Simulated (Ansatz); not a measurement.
MnAs:

```xyz
4
Lattice="3.7100 0.0000 0.0000 -1.8550 3.2130 0.0000 0.0000 0.0000 5.6910" Properties=species:S:1:pos:R:3 pbc="T T T"
As    1.8550    1.0710    4.2683
As    0.0000    2.1420    1.4227
Mn    0.0000    0.0000    2.8455
Mn    0.0000    0.0000    0.0000
```

Program: Ansatz 0.2.0. Alike in all runs: potentials or basis Ansatz PAW; cell as given. Hardware: 2 threads of Intel(R) Xeon(R) 6975P-C (Granite Rapids) (shared host).

**Question.** Order these runs on this cell by their wall time, lowest first.
A. task band structure; level r2SCAN; spin non-collinear, ferromagnetic start, SOC; k mesh 6 × 6 × 4; cutoff (eV) 500; smearing fermi-dirac 0.05 eV; points for each segment of the path 14
B. task band structure; level r2SCAN; spin collinear, ferromagnetic start; k mesh 8 × 8 × 5; cutoff (eV) 500; smearing fermi-dirac 0.05 eV; points for each segment of the path 14
C. task single point; level PBE; spin collinear, ferromagnetic start; k mesh 8 × 8 × 5; cutoff (eV) 420; smearing gaussian 0.012 eV

**Answer.** C (3.9 s), B (18 s), A (110 s).

Caveats: the magnetic or orbital state may not be the lowest (some runs).

Not every run made on this cell is shown here.
